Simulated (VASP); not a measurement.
Runs of VASP 6.6.1 on Ag. All rows change the cell; the cell of one of them follows. Symmetry: I4/mmm, No. 139, tetragonal system. The conventional cell has a = 3.394 Å, b = 3.394 Å, c = 3.311 Å, α = 90.00°, β = 90.00°, γ = 90.00°. Ag (site symmetry 4/mmm) is surrounded by 10 Ag at 2.92 to 3.31 Å. This isn't the form of Ag at room conditions, which is fcc.

```csv
cell,further INCAR settings,gap on the mesh (eV),pressure (GPa)
"strain +0.0250 x Voigt [1, 1, 0, 0, 0, 0], atoms carried along",ALGO = Fast; EDIFF = 1e-06; NBANDS = 12,none,-10.2
"strain +0.1000 x Voigt [1, 1, 0, 0, 0, 0], atoms carried along",ALGO = Fast; EDIFF = 1e-07; NBANDS = 12,none,-14.4
"strain +0.0750 x Voigt [1, 1, 0, 0, 0, 0], atoms carried along",ALGO = Fast; EDIFF = 1e-07; NBANDS = 12,none,(a)
"strain -0.0500 x Voigt [1, 1, 0, 0, 0, 0], atoms carried along",ALGO = Fast; EDIFF = 1e-06; NBANDS = 12,none,2.7
```

Alike in all rows: task single point; level PBEsol; potentials or basis VASP PAW PBE potentials, release 64 (Ag); no spin polarisation; k mesh 20 × 20 × 20; cutoff (eV) 520; smearing gaussian 0.15 eV.

Question: Estimate the missing entries.

Answer: (a) -13.6.

Caveats: the PAW data sets were made with another functional, which shifts forces and pressure a little.

A k mesh can miss the band edges, and the runs leave out spin-orbit coupling on Ag.

A gap of «none» marks a metal or a gap under the smearing width.
